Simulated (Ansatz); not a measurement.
# GaP: the cost of one run

Computed with Ansatz 0.2.0 (DFT PBE, scalar-relativistic, plane waves, PAW, unless a step's input says otherwise).

1 further run of the same task is left out (set aside as unsound or not needed).

### 1 The structure to begin with

The structure is orthorhombic, space group Pmmm (No. 47). The conventional cell has a = 3.674 Å, b = 3.756 Å, c = 9.336 Å, α = 90.00°, β = 90.00°, γ = 90.00°. Ga (site symmetry mm2) has 4 P at 2.36 to 2.44 Å as nearest neighbours. Ga (site symmetry mmm) is surrounded by 4 P at 2.45 Å. Around P (site symmetry mm2) lie 4 Ga at 2.36 to 2.45 Å. P (site symmetry mmm) has 4 Ga at 2.44 Å as nearest neighbours.

As a file:

```cif
data_structure
_symmetry_space_group_name_H-M 'P 1'
_symmetry_Int_Tables_number 1
_cell_length_a 3.6741
_cell_length_b 3.7558
_cell_length_c 9.3364
_cell_angle_alpha 90.000
_cell_angle_beta 90.000
_cell_angle_gamma 90.000
_cell_volume 128.83
loop_
_atom_site_label
_atom_site_type_symbol
_atom_site_fract_x
_atom_site_fract_y
_atom_site_fract_z
_atom_site_occupancy
Ga1 Ga 0.50000 0.50000 0.17211 1
Ga2 Ga 0.50000 0.50000 0.82789 1
Ga3 Ga 0.00000 0.00000 0.50000 1
P1 P 0.50000 0.00000 0.32600 1
P2 P 0.00000 0.50000 0.00000 1
P3 P 0.50000 0.00000 0.67400 1
```

The cell was relaxed beforehand at this level, from a generated guess; it is a trial structure. At a tolerance of 0.05 Å it has space group Pmmm (No. 47); it has 21.47 Å³/atom, an uncorrected energy of +0.03 eV/atom over the elements.

### 2 Static run: bands, density of states and charges

input.yaml

```yaml
crystal:
  lattice:
    - [3.6740784802, 0.0, 0.0]
    - [0.0, 3.7557507822, 0.0]
    - [0.0, 0.0, 9.3364192209]
  atoms:
    - { symbol: Ga, position: [0.5, 0.5, 0.1721089562] }
    - { symbol: Ga, position: [0.5, 0.5, 0.8278910438] }
    - { symbol: Ga, position: [0.0, 0.0, 0.5] }
    - { symbol: P, position: [0.5, 0.0, 0.3259995974] }
    - { symbol: P, position: [0.0, 0.5, 0.0] }
    - { symbol: P, position: [0.5, 0.0, 0.6740004026] }
basis:
  ecutwfc: 420
kpoints:
  mp_grid: { grid: [10, 10, 4] }
  band_path:
    path:
      - [[0.0, 0.0, 0.0], [0.5, 0.0, 0.0], [0.5, 0.5, 0.0], [0.0, 0.5, 0.0], [0.0, 0.0, 0.0], [0.0, 0.0, 0.5], [0.5, 0.0, 0.5], [0.5, 0.5, 0.5], [0.0, 0.5, 0.5], [0.0, 0.0, 0.5]]
      - [[0.5, 0.0, 0.0], [0.5, 0.0, 0.5]]
      - [[0.0, 0.5, 0.0], [0.0, 0.5, 0.5]]
      - [[0.5, 0.5, 0.0], [0.5, 0.5, 0.5]]
    npoints: 14
hamiltonian:
  xc: pbe
scf:
  occupations: { method: gaussian, width: 0.1 }
  n_extra_bands: 15
output:
  forces: true
  stress: true
  eigenvalues: true
  populations: true
  dos: { projected: true, de: 0.02, nscf_kmesh: { grid: [12, 12, 5] } }
  bader: true
  write_density: true
  write_potential: true
  elf: true
  volumetric_format: npy
```

The run is started by

```
> ansatz run input.yaml --threads 1 --pin off --max-ram 2560MiB --backend cpu --events-out ev --progress --plain --runs-dir out
```

**Question.** How long does this run take on 1 thread of Arm Neoverse V1, shared host, and how much memory does it need?

About 2.6 min, with a peak of 0.81 GiB.
